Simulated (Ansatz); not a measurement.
## MoP under strains and displacements

Computed with DFT PBE, scalar-relativistic, plane waves, PAW in Ansatz 0.2.0.

Cutoff 420 eV; k points 15×15×14 on the computed 2-atom cell (Γ-centred); Gaussian smearing, width 0.10 eV; no spin polarisation.

Reference cell:

```
Mo P
1.0
     3.22300    0.00000    0.00000
    -1.61150    2.79120    0.00000
     0.00000    0.00000    3.19100
Mo P
1 1
Direct
  0.00000 0.00000 0.00000
  0.33333 0.66667 0.50000
```

Each variant moves atoms of this cell by the vectors given, if any (Å), and then applies a symmetric strain (tensor components, Cartesian axes). The reference cell isn't relaxed at this level. Energies are per atom at zero smearing, counted from the lowest variant. Pressure is positive in compression.

1. strain (xx yy zz yz xz xy, %) 4.00 4.00 2.50 0.00 0.00 0.00
2. strain (xx yy zz yz xz xy, %) 3.71 3.71 -5.29 0.00 0.00 0.00
3. strain (xx yy zz yz xz xy, %) -5.54 -5.54 0.46 0.00 0.00 0.00

| result | ΔE (meV/atom) | P (GPa) |
| --- | --- | --- |
| A | 16.4 | -16.20 |
| B | 0.0 | 2.51 |
| C | 113.8 | 32.29 |

(1) Which variant gave which result?

## Answers

(1) A is 1, B is 2, C is 3. The pressure falls as the cell grows: from the smallest volume to the largest the variants are 3, 2, 1.